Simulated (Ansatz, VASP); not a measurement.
# One calculation of MgO (Periclase), two programs

```
Mg O
1.0
     0.00000    2.21379    2.10217
     2.10217    0.00000    2.10217
     2.10217    2.21379    0.00000
Mg O
1 1
Direct
  0.00000 0.00000 0.00000
  0.50000 0.50000 0.50000
```

Change from the starting cell: uniaxial_y strain +5.3%.

Alike in both runs: task single point; functional PBE; k mesh 10 × 10 × 10; occupations fermi-dirac, width 0.02 eV; no spin polarisation.

|  | VASP | Ansatz |
| --- | --- | --- |
| version | VASP 6.6.1 | Ansatz 0.2.0 |
| potentials or method | VASP PAW PBE potentials, release 64 (Mg, O) | plane waves, PAW |
| plane-wave cutoff (eV) | 520 | 420 |
| valence electrons in the cell | 8 | 16 |

Ansatz gave:

| Property | Result |
| --- | --- |
| gap on the k mesh at the Fermi level (eV) | 4.23 |
| pressure (GPa) | -1.7 |
| largest component of the traceless stress (GPa) | 5.05 |

**Question.** What did VASP give for the same quantities?

**Answer.** gap on the k mesh at the Fermi level (eV): 4.21; pressure (GPa): -2.4; largest component of the traceless stress (GPa): 5.07.

The two sets of potentials don't hold the same shells in valence.
